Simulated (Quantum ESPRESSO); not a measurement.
## Equation of state of InAs under rev-vdW-DF2

```cif
data_structure
_symmetry_space_group_name_H-M 'F-43m'
_symmetry_Int_Tables_number 216
_cell_length_a 6.0360
_cell_length_b 6.0360
_cell_length_c 6.0360
_cell_angle_alpha 90.000
_cell_angle_beta 90.000
_cell_angle_gamma 90.000
_cell_volume 219.91
loop_
_atom_site_label
_atom_site_type_symbol
_atom_site_symmetry_multiplicity
_atom_site_Wyckoff_symbol
_atom_site_fract_x
_atom_site_fract_y
_atom_site_fract_z
_atom_site_occupancy
In1 In 4 a 0.00000 0.00000 0.00000 1
As1 As 4 c 0.25000 0.25000 0.25000 1
```

The cell was scaled at fixed shape and fractions and run with Quantum ESPRESSO, PseudoDojo 0.4.1 SR PBE standard, cutoff 1143 eV; rev-vdW-DF2, k mesh 8 × 8 × 8 on the cell of 2 atoms, fermi-dirac occupations of 0.05 eV, no spin polarisation, no spin-orbit coupling. The potentials were made for PBE. Energies are those that the program minimises, any entropy of the smearing included.

```tsv
V (Å³/atom)	energy over the lowest row (meV/atom)
25.8396	64.95
26.3894	42.09
26.9391	24.75
27.4889	?
28.0387	4.41
28.5885	0.42
29.1383	0.00
```

Fit the third-order Birch-Murnaghan form, give V0, B0 and B′, and predict the energy left open.

With y = (V0/V)^(2/3), E = E0 + (9 V0 B0/16) [(y - 1)³ B′ + (y - 1)² (6 - 4y)]. Least squares through the rows shown give V0 = 28.9303 Å³/atom, E0 = -0.24 meV, B0 = 51.00 GPa (1 eV/Å³ = 160.218 GPa) and B′ = 4.72, with a largest miss of 0.01 meV. At V = 27.4889 the form with these constants gives 12.36 meV; the run gave 12.36 meV an atom. Measured volume: 27.8 Å³/atom at 298.15 K (a printed reference work), so the fit lies +4.1 % from it. The runs are for a static lattice.
